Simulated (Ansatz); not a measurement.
# Be2H3I (built on the sites of a database entry of Sr2H3I): phonons and vibrational spectra, part 2 of 2

How does Be2H3I (built on the sites of a database entry of Sr2H3I) vibrate, and is this structure a minimum?

Ansatz 0.2.0; DFT PBEsol, scalar-relativistic, plane waves, PAW.

So far. Step 4 (Relaxing to small forces for the phonons): The largest force component left is 0.024 meV/Å and the pressure is 0.000 GPa, within the tolerances set. The cell now holds 9.72 Å³/atom. The relaxed cell has a = 3.454, c = 5.643 Å (conventional setting).

The structure was built from a prototype and need not be the compound's stable phase.

### Step 5. Zone-centre response

The zone centre comes first: it holds the modes that light can see, as far as symmetry allows. No field response is asked, since the mesh shows no gap.

input.yaml reads:

```yaml
crystal:
  lattice:
    - [3.4536400321, 3.372e-06, 0.0]
    - [-1.7268229363, 2.9909383173, 0.0]
    - [0.0, 0.0, 5.6431505783]
  atoms:
    - { symbol: Be, position: [0.6666666667, 0.3333333333, 0.6240659027] }
    - { symbol: Be, position: [0.3333333333, 0.6666666667, 0.3759340973] }
    - { symbol: H, position: [0.0, 0.0, 0.5] }
    - { symbol: H, position: [0.6666666667, 0.3333333333, 0.3657961977] }
    - { symbol: H, position: [0.3333333333, 0.6666666667, 0.6342038023] }
    - { symbol: I, position: [0.0, 0.0, 0.0] }
kpoints:
  mp_grid: { grid: [12, 12, 6] }
hamiltonian:
  xc: pbesol
scf:
  occupations: { method: methfessel_paxton, width: 0.15 }
output:
  eigenvalues: true
phonons:
  method: dfpt
```

On the command line:

```bash
ansatz run input.yaml --threads 4 --pin off --max-ram 7168MiB --backend cpu --events-out ev --progress --plain --runs-dir out
```

Numbers of over 12 decimals in the logs are rounded to 6 here.

The program printed:

```text
[...]
Crystal: 6 atoms, lattice volume = 58.292 Å³
Basis set: ecut = 420 eV, 1123 PW (Γ), exchange–correlation on 48×48×80 points (8 copies of the dense FFT grid, shifted against one another)
Bands: 18, of which v1, the nominal top of the filled ones, is band 12 counted from 1 (11 counted from 0)
Symmetry: 12 space group operations
k-points: 242 of 864 (irreducible under 2 space group operations, time reversal used)
[...]
SCF iter   1: F=—  HF=-7656.950462 eV  |F-HF|=—  |Δ(HF+E_count)|=         —  Δρ=6.19e-3  dr2=3.57e-2  ethr=1.77e-3  ⟨swp⟩=6.7  Hψ=25177  notcnv=0
[...]
SCF iter  10: F=-7656.939538 eV  HF=-7656.939538 eV  |F-HF|=2.73e-12  |Δ(HF+E_count)|=  1.46e-11  S|Δr|=    0.00e0  Δρ=2.11e-8  dr2=2.81e-13  ethr=1.00e-12  ⟨swp⟩=10.1  Hψ=22815  notcnv=0
SCF 1 converged in 10 iterations: F = -7656.939538 eV  dr2 = 2.81e-13
[...]
DFPT response loops at Γ: preconditioner auto → Kerker (q_TF=auto, 2.353 Å⁻¹) (partly filled bands, converged f_vac=0.000); β = 1.00, the filter's whole step (`scf.mixing.beta` (0.50) is not read by the response loops under this deck's `scf.mixing.preconditioner`; to damp them name `kerker` or `kerker_dos`, under which they read `scf.mixing.beta`, and type it under 1.00, their step now; both keys bind the ground state too); Broyden in place of MSR1
SCF converged after 10 iterations
[...]
Free energy (F): -7656.939538 eV
[...]
Internal energy: -7656.940377 eV  (E = F + TS)
E sigma→0 (E₀):  -7656.939748 eV
Entropy (-TS):   0.000839 eV (0.140 meV/atom)
Fermi energy:    8.876573 eV
[...]
--- Band table (eV; the first three rows and the last of 242) ---
  k-point 0: bands = [... 8 lower, 8.0825, 8.2459, 8.2459, 9.6901, 11.3781, 11.3781, 11.9021, 14.5185, ... 2 higher]
  k-point 1: bands = [... 8 lower, 7.4516, 8.2604, 8.2604, 9.7139, 11.4340, 11.4340, 12.1908, 14.2471, ... 2 higher]
  k-point 2: bands = [... 8 lower, 6.0463, 8.2900, 8.2900, 9.7600, 11.5656, 11.5656, 12.5979, 13.7675, ... 2 higher]
  k-point 241: bands = [... 8 lower, 3.2422, 3.6913, 4.4805, 6.9669, 9.6627, 10.8470, 12.9356, 13.4798, ... 2 higher]
--- Phonons (Γ-DFPT): 8 representative perturbations + reference, on 242 of 864 k-points (Σ response iterations 26) ---
  k mesh reduced under 2 symmetry operations, with k and −k counted as one. Each operation leaves every solved perturbation unchanged. A smaller set is not used because it would not reduce the number of displacements times k-points to solve
  ASR residual: 4.068e-5 → 0.000e0 eV/Å²; symmetrization residual: 2.665e-5 eV/Å²
  ASR residual per site (eV/Å²): 4.07e-5 4.07e-5 5.41e-6 3.00e-6 3.00e-6 5.47e-6
  Γ frequencies (cm⁻¹): -1040.42 -1040.42 -338.99 -338.99 -99.72 -99.72 -15.71 0.00 0.00 0.00 477.72 639.96 677.20 677.20 783.03 783.03 1563.89 1569.23
  non-analytic LO–TO correction: not included (Born effective charges unavailable; polar crystals: no LO–TO splitting at Γ)
```

Run time: 43 s. Hardware: 4 threads of Arm Neoverse V1, shared host; peak memory 1 GiB; 2.7 min of CPU time.

Numbers from this step:

* sum-rule residual before enforcement: 4.07e-5 eV/Å²
* point group: -3m
* highest optical mode at the zone centre (no LO-TO term): 1569 cm⁻¹
* lowest optical zone-centre mode: -1040 cm⁻¹

Patterns of degenerate modes are one choice out of their space. Modes at Γ, with each element's share of the kinetic energy (negative means imaginary):

```csv
mode,frequency (cm⁻¹),symmetry,Be %,H %,I %
1,-1040.4,Eu,15,85,0
2,-1040.4,Eu,15,85,0
3,-339.0,Eg,96,4,0
4,-339.0,Eg,96,4,0
5,-99.7,Eu,73,13,14
6,-99.7,Eu,73,13,14
7,-15.7,A2u,80,7,13
8,0.0,acoustic,12,2,86
9,0.0,acoustic,12,2,86
10,0.0,acoustic,12,2,86
11,477.7,A1g,94,6,0
12,640.0,A2u,0,98,1
13,677.2,Eg,4,96,0
14,677.2,Eg,4,96,0
15,783.0,Eu,0,100,0
16,783.0,Eu,0,100,0
17,1563.9,A2u,7,93,0
18,1569.2,A1g,6,94,0
```

Displacements in mode 2 (-1040.4 cm⁻¹), the largest set to 1:
```
Be1  0.01 -0.14  0.00
Be2  0.01 -0.14  0.00
H3  -0.06  1.00  0.00
H4  -0.04  0.72  0.00
H5  -0.04  0.72  0.00
I6   0.00  0.00  0.00
```

Displacements in mode 13 (677.2 cm⁻¹), the largest set to 1:
```
Be1  0.00 -0.07  0.00
Be2  0.00  0.07  0.00
H3   0.00  0.00  0.00
H4   0.00  1.00  0.00
H5   0.00 -1.00  0.00
I6   0.00  0.00  0.00
```

Before it was imposed, the acoustic sum rule was missed by 4.1e-5 eV/Å². Small misses are needed for a sound result but don't prove that mesh and cutoff are converged. The lowest optical mode is imaginary, 1040.4i cm⁻¹, so the energy falls along it.

### Step 6. The dispersion

Stability and thermal properties need the whole zone. Linear response on a 3×3×2 q mesh gives force constants as far as a supercell of that size would.

input.yaml, as its differences from that of step 5:

```diff
@@ -22 +22,9 @@
   method: dfpt
+  qmesh: [3, 3, 2]
+  temperatures: { t_max: 1000, t_step: 50 }
+  qpath:
+    path:
+      - [[0.0, 0.0, 0.0], [0.5, 0.0, 0.0], [0.33333333, 0.33333333, 0.0], [0.0, 0.0, 0.0], [0.0, 0.0, 0.5], [0.5, 0.0, 0.5], [0.33333333, 0.33333333, 0.5], [0.0, 0.0, 0.5]]
+      - [[0.5, 0.0, 0.5], [0.5, 0.0, 0.0]]
+      - [[0.33333333, 0.33333333, 0.5], [0.33333333, 0.33333333, 0.0]]
+    npoints: 10
```

The program printed:

```text
Warning: phonons: the dynamical matrix that this run interpolates holds no multipole term above the dipole-dipole one, and a site of this crystal is no centre of inversion, so its interpolated transverse optical and acoustic branches and sound speeds can stay off near Gamma, and the density of states and the thermodynamics with them. What a run solves at a wave vector of phonons.qpoints, Gamma apart, where the deck admits one, is free of this, and under fd what a larger phonons.supercell samples
[...]
Crystal: 6 atoms, lattice volume = 58.292 Å³
Basis set: ecut = 420 eV, 1123 PW (Γ), exchange–correlation on 48×48×80 points (8 copies of the dense FFT grid, shifted against one another)
Bands: 18, of which v1, the nominal top of the filled ones, is band 12 counted from 1 (11 counted from 0)
Symmetry: 12 space group operations
k-points: 100 of 864
[...]
SCF iter   1: F=—  HF=-7656.950585 eV  |F-HF|=—  |Δ(HF+E_count)|=         —  Δρ=6.19e-3  dr2=3.58e-2  ethr=1.77e-3  ⟨swp⟩=6.6  Hψ=10405  notcnv=0
[...]
SCF iter  10: F=-7656.939538 eV  HF=-7656.939538 eV  |F-HF|=3.64e-12  |Δ(HF+E_count)|=  1.46e-11  S|Δr|=    0.00e0  Δρ=2.14e-8  dr2=2.94e-13  ethr=1.00e-12  ⟨swp⟩=10.1  Hψ=9486  notcnv=0
SCF 1 converged in 10 iterations: F = -7656.939538 eV  dr2 = 2.94e-13
[...]
SCF iter   4: F=-7656.939538 eV  HF=-7656.939538 eV  |F-HF|=2.73e-12  |Δ(HF+E_count)|=  5.46e-12  S|Δr|=    0.00e0  Δρ=1.38e-7  dr2=6.23e-12  ethr=1.00e-12  ⟨swp⟩=1.0  Hψ=4001  notcnv=0
SCF 2 converged in 4 iterations: F = -7656.939538 eV  dr2 = 6.23e-12
phonons: the bands overlap, so this run is a metal and interpolates without the dipole-dipole term. If the crystal is really an insulator or semiconductor, its LO-TO splitting is missing
NSCF: frozen V_eff on 100 k-points
[...]
DFPT response loops at q = (0, 0, 0) (fractional): preconditioner auto → Kerker (q_TF=auto, 2.353 Å⁻¹) (partly filled bands, converged f_vac=0.000); β = 1.00, the filter's whole step (`scf.mixing.beta` (0.50) is not read by the response loops under this deck's `scf.mixing.preconditioner`; to damp them name `kerker` or `kerker_dos`, under which they read `scf.mixing.beta`, and type it under 1.00, their step now; both keys bind the ground state too); Broyden in place of MSR1
[...]
SCF converged after 10 iterations
[...]
Free energy (F): -7656.939538 eV
[...]
Internal energy: -7656.940377 eV  (E = F + TS)
E sigma→0 (E₀):  -7656.939748 eV
Entropy (-TS):   0.000839 eV (0.140 meV/atom)
Fermi energy:    8.876573 eV
[...]
--- Band table (eV; the first three rows and the last of 100) ---
  k-point 0: bands = [... 8 lower, 8.0825, 8.2459, 8.2459, 9.6901, 11.3781, 11.3781, 11.9021, 14.5185, ... 2 higher]
  k-point 1: bands = [... 8 lower, 7.4516, 8.2604, 8.2604, 9.7139, 11.4340, 11.4340, 12.1908, 14.2471, ... 2 higher]
  k-point 2: bands = [... 8 lower, 6.0463, 8.2900, 8.2900, 9.7600, 11.5656, 11.5656, 12.5979, 13.7675, ... 2 higher]
  k-point 99: bands = [... 8 lower, 1.8778, 3.2137, 3.2137, 7.4546, 10.4579, 10.4579, 12.1353, 13.6395, ... 2 higher]
--- Phonons (Γ-DFPT): 8 representative perturbations + reference (Σ response iterations 26) ---
  ASR residual: 3.995e-5 → 0.000e0 eV/Å²; symmetrization residual: 2.145e-6 eV/Å²
  ASR residual per site (eV/Å²): 4.00e-5 4.00e-5 3.65e-6 3.79e-6 3.79e-6 5.83e-6
[...]
--- Phonons (arbitrary-q DFPT): 6 irreducible q on the 3×3×2 mesh ---
  q = [0.0000, 0.0000, 0.0000] (star 1, of the zone-centre solve; hermiticity 4.88e-7, symmetrization 6.81e-8): -1040.42 -1040.42 -338.99 -338.99 -99.72 -99.72 -15.71 -0.00 -0.00 0.00 477.72 639.96 677.20 677.20 783.03 783.03 1563.89 1569.23
  q = [0.0000, 0.0000, -0.5000] (star 1, 8 solved perturbations in 2144 linear systems a pass and spin channel, the states on 436 of 864 k-point pairs; hermiticity 2.80e-7, symmetrization 1.47e-8): -1038.47 -1038.47 -347.25 -347.25 -71.47 -71.47 -16.51 -16.51 60.03 260.42 374.46 648.30 648.30 729.87 799.96 799.96 1557.71 1601.88
[...]
sum rule: each row above includes the acoustic sum rule's correction from the zone centre's row sums; it moved no ω² by more than (1.10 cm⁻¹)²
  mesh force constants: q→R imaginary residual 0.00e0; ASR residual 3.995e-5 → 0.000e0 eV/Å²; symmetrization residual 7.994e-15 eV/Å²
  interpolated dispersion: 93 rows × 18 modes
  density of states and harmonic sums: on the 21×21×12 q-mesh, interpolated from the force constants of a 3×3×2 supercell (no non-analytic term)
  largest difference from the sums on the solved wave vectors: F 4.52e-2 eV, S 6.02e-5 and C_V 1.45e-5 eV/K
  zero-point energy: 0.439286 eV/cell   skipped modes (ω ≤ 0): 3675, of them read as no rigid motion or as one in doubt: 3672 (7.051e0 modes/cell left out, lowest -1040.42 cm⁻¹)   left out of the sums: 3.92e-1 of the cell's modes: C_V's classical limit lies that fraction below 3 k_B per atom; for a crystal, a wire or a layer, F and S can be off by more, and a phonons.interpolated_qmesh denser along its periods is the remedy for the sampling
```

The job ended after 11 min (4 threads; peak memory 2.2 GiB; 42 min of CPU time).

Numbers from this step:

- sum-rule residual before enforcement: 4.00e-5 eV/Å²
- lowest frequency on the path: -1040 cm⁻¹
- highest frequency on the path or at a solved wavevector: 1602 cm⁻¹
- lowest mode on the q mesh (acoustic modes at Γ apart): -1040 cm⁻¹

Frequencies (cm⁻¹) solved at each irreducible wavevector; negative means imaginary. Frequencies by wavevector, by row:

```csv
q in reciprocal lattice units,star,mode 1,mode 2,mode 3,mode 4,mode 16,mode 17,mode 18
0 0 0,1,-1040,-1040,-339,-339,783,1564,1569
0 0 -0.5,1,-1038,-1038,-347.2,-347.2,800,1558,1602
0 0.3333 0,6,-973.3,-662.5,-406.9,-321.1,896,1561,1562
0 0.3333 -0.5,6,-996.1,-639.9,-421.7,-320.1,912.5,1559,1573
0.3333 0.3333 0,2,-940.9,-940.9,-372,-321.8,845.6,1550,1550
0.3333 0.3333 -0.5,2,-847.1,-847.1,-338.9,-336.8,856.8,1560,1560
```

Interpolated from a 3×3×2 q mesh. The phonon branches at the labelled points (cm⁻¹):

```
    point  branch 1  branch 2  branch 3  branch 4  branch 15  branch 16  branch 17  branch 18
        Γ     -1040     -1040      -339      -339        783        783       1564       1569
  halfway      -984      -723      -349      -307        863        880       1564       1565
        M      -977      -685      -492      -326        884        904       1555       1557
  halfway      -978      -813      -410      -330        866        884       1553       1554
        K      -941      -941      -372      -322        846        846       1550       1550
  halfway      -975      -705      -335      -315        849        891       1563       1563
        Γ     -1040     -1040      -339      -339        783        783       1564       1569
  halfway     -1039     -1039      -343      -343        792        792       1559       1588
        A     -1038     -1038      -347      -347        800        800       1558       1602
  halfway     -1008      -731      -359      -324        865        892       1561       1581
        L      -988      -631      -505      -315        894        930       1551       1572
  halfway      -942      -732      -395      -332        882        904       1554       1568
        H      -847      -847      -339      -337        857        857       1560       1560
  halfway      -986      -703      -347      -329        847        899       1562       1575
        A     -1038     -1038      -347      -347        800        800       1558       1602
jump to L      -988      -631      -505      -315        894        930       1551       1572
  halfway      -982      -658      -498      -321        889        917       1552       1566
        M      -977      -685      -492      -326        884        904       1555       1557
jump to H      -847      -847      -339      -337        857        857       1560       1560
  halfway      -896      -896      -359      -325        852        852       1555       1555
        K      -941      -941      -372      -322        846        846       1550       1550
```

The phonon density of states has structure finer than the step of the table below, so its rows give means over 100 cm⁻¹, whole bins alone (the curve runs from -1038 to 1612 cm⁻¹). Peaks (cm⁻¹: height): -987.5: 0.0167, -337.5: 0.0361, 137.5: 0.0247, 737.5: 0.0135, 887.5: 0.0246, 1562.5: 0.0719.

Tetrahedra on a 21×21×12 mesh, mean over bins of 25 cm-1. Interpolated from a 3×3×2 q mesh. Phonon density of states against wavenumber; means over each step:

wavenumber (cm⁻¹), phonon density of states (1/cm⁻¹/cell) and a bar:
```
     -900     0.0027 ####
     -800     0.0026 ####
     -700     0.0052 ########
     -600     0.0006 #
     -500     0.0012 ##
     -400     0.0080 ############
     -300     0.0169 ##########################
     -200     0.0117 ##################
     -100     0.0094 ##############
        0     0.0092 ##############
      100     0.0194 ##############################
      200     0.0107 #################
      300     0.0076 ############
      400     0.0048 #######
      500     0.0046 #######
      600     0.0041 ######
      700     0.0084 #############
      800     0.0086 #############
      900     0.0152 #######################
     1000     0.0000 
     1100     0.0000 
     1200     0.0000 
     1300     0.0000 
     1400     0.0000 
     1500     0.0046 #######
```

The partial phonon density of states has structure finer than the step of the table below, so its rows give means over 50 cm⁻¹, whole bins alone (the curve runs from -1050 to 1659 cm⁻¹). Peaks (cm⁻¹: height): Be -334.6: 0.0233, 142.6: 0.0068; H -982.3: 0.0135, -692.5: 0.00571, 296.0: 0.00657, 739.1: 0.0106, 875.4: 0.0218, 1557.1: 0.0343; I -61.9: 0.00692, 57.4: 0.0157.

Phonopy on the run's constants, 19x19x11 mesh, Gaussian sigma 19.4 cm-1. Interpolated from a 3×3×2 q mesh. The partial phonon density of states by wavenumber; means over each step; values in 1/cm⁻¹/cell:

| wavenumber (cm⁻¹) | Be | H | I |
| --- | --- | --- | --- |
| -1000 | 6.9e-4 | 0.00921 | 0 |
| -950 | 3.8e-4 | 0.00797 | 0 |
| -900 | 1.3e-4 | 0.00199 | 0 |
| -850 | 1.5e-4 | 0.00172 | 0 |
| -800 | 1.9e-4 | 0.00233 | 0 |
| -750 | 3.0e-4 | 0.00354 | 1.6e-7 |
| -700 | 4.5e-4 | 0.00523 | 8.5e-6 |
| -650 | 2.9e-4 | 0.00308 | 5.0e-6 |
| -600 | 2.9e-5 | 3.0e-4 | 0 |
| -550 | 3.2e-5 | 1.5e-5 | 0 |
| -500 | 7.7e-4 | 3.6e-4 | 0 |
| -450 | 0.00220 | 9.0e-4 | 0 |
| -400 | 0.00530 | 0.00140 | 8.3e-6 |
| -350 | 0.0170 | 0.00190 | 4.8e-5 |
| -300 | 0.0151 | 0.00111 | 7.3e-5 |
| -250 | 0.0114 | 0.00100 | 1.6e-4 |
| -200 | 0.0103 | 9.3e-4 | 4.3e-4 |
| -150 | 0.00741 | 8.8e-4 | 0.00130 |
| -100 | 0.00425 | 9.7e-4 | 0.00450 |
| -50 | 0.00200 | 6.0e-4 | 0.00605 |
| 0 | 9.1e-4 | 2.3e-4 | 0.00584 |
| 50 | 0.00271 | 5.6e-4 | 0.0138 |
| 100 | 0.00525 | 9.5e-4 | 0.0127 |
| 150 | 0.00637 | 0.00132 | 0.0103 |
| 200 | 0.00486 | 0.00214 | 0.00377 |
| 250 | 0.00243 | 0.00300 | 5.3e-4 |
| 300 | 0.00252 | 0.00593 | 1.6e-4 |
| 350 | 0.00201 | 0.00404 | 6.3e-5 |
| 400 | 0.00212 | 0.00238 | 2.9e-5 |
| 450 | 0.00268 | 0.00291 | 1.3e-5 |
| 500 | 0.00152 | 0.00287 | 1.0e-5 |
| 550 | 8.8e-4 | 0.00263 | 1.0e-5 |
| 600 | 8.4e-4 | 0.00306 | 1.3e-5 |
| 650 | 9.2e-4 | 0.00459 | 2.0e-5 |
| 700 | 7.2e-4 | 0.00757 | 2.6e-5 |
| 750 | 5.6e-4 | 0.00917 | 2.2e-5 |
| 800 | 2.6e-4 | 0.00625 | 4.8e-6 |
| 850 | 5.3e-4 | 0.0167 | 8.4e-6 |
| 900 | 4.5e-4 | 0.0169 | 8.4e-6 |
| 950 | 5.2e-5 | 0.00239 | 1.5e-7 |
| 1000 | 2.7e-7 | 1.5e-5 | 0 |
| 1050 | 0 | 0 | 0 |
| 1100 | 0 | 0 | 0 |
| 1150 | 0 | 0 | 0 |
| 1200 | 0 | 0 | 0 |
| 1250 | 0 | 0 | 0 |
| 1300 | 0 | 0 | 0 |
| 1350 | 0 | 0 | 0 |
| 1400 | 0 | 0 | 0 |
| 1450 | 0 | 1.5e-6 | 0 |
| 1500 | 1.3e-4 | 0.00179 | 0 |
| 1550 | 0.00186 | 0.0245 | 3.4e-6 |
| 1600 | 8.2e-4 | 0.0108 | 0 |

Symmetry leaves 6 wavevectors to solve. The lowest mode among them, the acoustic zeros apart, lies at Γ and is imaginary, 1040.4i cm⁻¹, so the energy falls along it.

### Step 7. Another isotope

An isotope changes the mass and not the force constants, so no new electronic calculation is needed; the shifts show which modes move this element.

The same force constants with the mass of H changed from 1.008 to 2.014 u (phonopy, no LO-TO term). Both lists are sorted by frequency; levels can cross, so a row need not hold one and the same mode. Modes under 3 cm⁻¹ are left out. Isotope shifts, by row, the first 40 of 60 rows:

```csv
q,rank,natural mass (cm⁻¹),changed mass (cm⁻¹)
0 0 0,1,-1040,-788.2
0 0 0,2,-1040,-788.2
0 0 0,3,-339,-333
0 0 0,4,-339,-333
0 0 0,5,-99.72,-94.03
0 0 0,6,-99.72,-94.03
0 0 0,7,-15.71,-15.2
0 0 0,11,477.7,456.4
0 0 0,12,640,463.8
0 0 0,13,677.2,487.8
0 0 0,14,677.2,487.8
0 0 0,15,783,554.1
0 0 0,16,783,554.1
0 0 0,17,1564,1144
0 0 0,18,1569,1146
0 0 -0.5,1,-1038,-788.4
0 0 -0.5,2,-1038,-788.4
0 0 -0.5,3,-347.2,-340.5
0 0 -0.5,4,-347.2,-340.5
0 0 -0.5,5,-71.47,-66.57
0 0 -0.5,6,-71.47,-66.57
0 0 -0.5,7,-16.51,-16.51
0 0 -0.5,8,-16.51,-16.51
0 0 -0.5,9,60.03,59.93
0 0 -0.5,10,260.4,250
0 0 -0.5,11,374.5,362.3
0 0 -0.5,12,648.3,467.7
0 0 -0.5,13,648.3,467.7
0 0 -0.5,14,729.9,516.4
0 0 -0.5,15,800,566.1
0 0 -0.5,16,800,566.1
0 0 -0.5,17,1558,1141
0 0 -0.5,18,1602,1181
0 0.3333 0,1,-973.3,-709.5
0 0.3333 0,2,-662.5,-482.1
0 0.3333 0,3,-406.9,-366
0 0.3333 0,4,-321.1,-318.9
0 0.3333 0,5,-286.3,-281.8
0 0.3333 0,6,-101,-99.92
0 0.3333 0,7,-79.12,-76.37
```

A mode of this element alone would shift by -29.26 %. The highest zone-centre frequency without the field goes from 1569.2 to 1145.7 cm⁻¹ (-27.0 %).

### Step 8. Summary of results

```
space group after relaxation (within 0.01 Å)            : P-3m1
volume per atom                                         : 9.72 Å³
electronic character                                    : no gap on this mesh
highest optical mode at the zone centre (no LO-TO term) : 1569 cm⁻¹
lowest optical zone-centre mode                         : -1040 cm⁻¹
lowest mode on the q mesh (acoustic modes at Γ apart)   : -1040 cm⁻¹
highest frequency on the path or at a solved wavevector : 1602 cm⁻¹
imaginary modes on the 3×3×2 q mesh                     : yes
```

What this shows: Modes are clearly imaginary (beyond 10i cm⁻¹) at 6 of the 6 irreducible wavevectors, most at Γ (1040.4i cm⁻¹), so this structure is not a minimum of the energy. The optical modes at Γ span -1040 to 1569 cm⁻¹ (negative means imaginary). The highest mode in this list at Γ, 1569.2 cm⁻¹, is mostly motion of H (94 % of the kinetic energy). With no gap, or one that is small against the smearing, the frequencies hang on the k mesh and the smearing, most of all near Kohn anomalies. Spin-orbit coupling is left out, which can matter for the heavy elements here. The starting cell was built on a prototype and not taken from a measurement, so the phase need not exist. These are harmonic frequencies at zero temperature: anharmonic shifts, linewidths and thermal expansion are left out.

[Logs are printed without paths, hosts, clocks, repeated set-up lines and the standing remarks that a program may print on its own settings, such as how far it seeks lower states.]

[Hosts, paths, dates, database ids (printed as entryN), source tags and the programs' standing remarks are cut or masked in the printed files.]
